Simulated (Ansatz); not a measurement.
Cold compression of Cs (sc type)

```
CELL_PARAMETERS angstrom
5.01161 0.00000 0.00000
0.00000 5.01161 0.00000
0.00000 0.00000 5.01161
ATOMIC_POSITIONS crystal
Cs 0.00000 0.00000 0.00000
```

The cell comes from a relaxation on PAW files under the same functional, begun from a prototype that needn't be the stable phase.

Its volume is scaled at fixed shape and fractional positions.

All numbers are PBE results (scalar-relativistic) from Ansatz 0.2.0, with a Γ-centred 8×8×8 k mesh, Fermi–Dirac smearing of 0.08 eV, no spin polarisation. Methods: LAPW: all electrons, basis error target 1 meV/atom; PAW: frozen-core files, cutoff 420 eV; crystal datasets: all electrons, by PAW datasets that the program makes for each cell; norm-conserving: pseudopotentials, cutoff 680 eV; PAW (cutoff 300 eV): frozen-core files, cutoff 300 eV.

Energies are extrapolated to zero smearing and count from the unscaled cell; pressure is positive in compression; gaps take the mesh and a band path. No temperature or zero-point motion is included.

Spin–orbit coupling is left out, which matters for the heavy atoms.

```json
{"V/V0": "1.00", "V (Å³/atom)": "125.87", "P LAPW (GPa)": "0.03", "ΔE LAPW (eV/atom)": "0.000", "P PAW − LAPW (GPa)": "0.00", "ΔE PAW − LAPW (meV/atom)": "0.0"}
{"V/V0": "0.95", "V (Å³/atom)": "119.58", "P LAPW (GPa)": "0.12", "ΔE LAPW (eV/atom)": "0.003", "P PAW − LAPW (GPa)": "0.00", "ΔE PAW − LAPW (meV/atom)": "0.0"}
{"V/V0": "0.85", "V (Å³/atom)": "106.99", "P LAPW (GPa)": "0.37", "ΔE LAPW (eV/atom)": "0.023", "P PAW − LAPW (GPa)": "0.00", "ΔE PAW − LAPW (meV/atom)": "0.0"}
{"V/V0": "0.75", "V (Å³/atom)": "94.40", "P LAPW (GPa)": "0.73", "ΔE LAPW (eV/atom)": "0.069", "P PAW − LAPW (GPa)": "0.00", "ΔE PAW − LAPW (meV/atom)": "-0.1"}
{"V/V0": "0.65", "V (Å³/atom)": "81.82", "P LAPW (GPa)": "1.22", "ΔE LAPW (eV/atom)": "?", "P PAW − LAPW (GPa)": "0.00", "ΔE PAW − LAPW (meV/atom)": "-0.1"}
{"V/V0": "0.55", "V (Å³/atom)": "69.23", "P LAPW (GPa)": "1.92", "ΔE LAPW (eV/atom)": "0.271", "P PAW − LAPW (GPa)": "0.00", "ΔE PAW − LAPW (meV/atom)": "-0.1"}
{"V/V0": "0.45", "V (Å³/atom)": "56.64", "P LAPW (GPa)": "2.99", "ΔE LAPW (eV/atom)": "0.459", "P PAW − LAPW (GPa)": "0.00", "ΔE PAW − LAPW (meV/atom)": "-0.2"}
{"V/V0": "0.40", "V (Å³/atom)": "50.35", "P LAPW (GPa)": "3.87", "ΔE LAPW (eV/atom)": "?", "P PAW − LAPW (GPa)": "0.00", "ΔE PAW − LAPW (meV/atom)": "-0.2"}
```

**Question.** Fill in "ΔE LAPW (eV/atom)" for the row "0.65".

**Answer.** 0.148.

**Question.** Give the missing entry: row "0.40", column "ΔE LAPW (eV/atom)".

**Answer.** 0.591.

**Question.** Fit the Vinet equation to the LAPW pressures over the whole range, with residuals weighted by 1/(|P| + 0.03·Pmax).

**Answer.** V0 = 127.74 Å³/atom, B0 = 1.79 GPa and B0′ = 1.93, and the fit misses no point by more than 0.055 GPa. A fit over so wide a range pins B0 less well than one near rest.

**Question.** At the smallest volume, how far do crystal datasets and norm-conserving and PAW (cutoff 300 eV) lie from LAPW in pressure?

**Answer.** crystal datasets: 0.00 GPa; norm-conserving: +0.01 GPa; PAW (cutoff 300 eV): 0.00 GPa, on a LAPW pressure of 3.87 GPa.
